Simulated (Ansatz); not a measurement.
# TePb: all-electron results

```
CELL_PARAMETERS angstrom
0.00000 3.22700 3.22700
3.22700 0.00000 3.22700
3.22700 3.22700 0.00000
ATOMIC_POSITIONS crystal
Te 0.50000 0.50000 0.50000
Pb 0.00000 0.00000 0.00000
```

Atom numbers follow the list: Te1, Pb2.

The cell is COD entry 9008696, as deposited and not checked against the literature; nothing was relaxed.

Spin–orbit coupling is left out, though it moves levels of the heavy atoms by tenths of an eV or more.

Methods: DFT, PBEsol, all-electron LAPW, scalar-relativistic (Ansatz 0.2.0); DFT, PBEsol, PAW with Ansatz's default frozen-core files, scalar-relativistic (Ansatz 0.2.0).

For LAPW: a Γ-centred 10×10×10 k mesh, Fermi–Dirac smearing of 0.03 eV, basis error target 0.5 meV/atom, no spin polarisation. PAW takes a cutoff of 420 eV at this cell (files made with PBE, cores remade for this functional). The Ansatz runs share mesh, smearing and spin set-up. Values come from LAPW unless marked.

```json
{"Pressure at this cell": "-0.22 GPa", "Löwdin charges (with 0.04 e of the cell spilling out of the atomic basis, so their sizes and signs hang on that basis)": "Te1 -0.13, Pb2 0.17 e", "Volume per atom": "33.60 Å³"}
```

(1) Band gap: what does the calculation give?

(2) Predict this quantity. Bader charges (from the PAW run).

## Answers

(1) 0.66 eV, direct at L (0.5, 0.5, 0.5).

(2) Te1 -0.66, Pb2 +0.66 e.
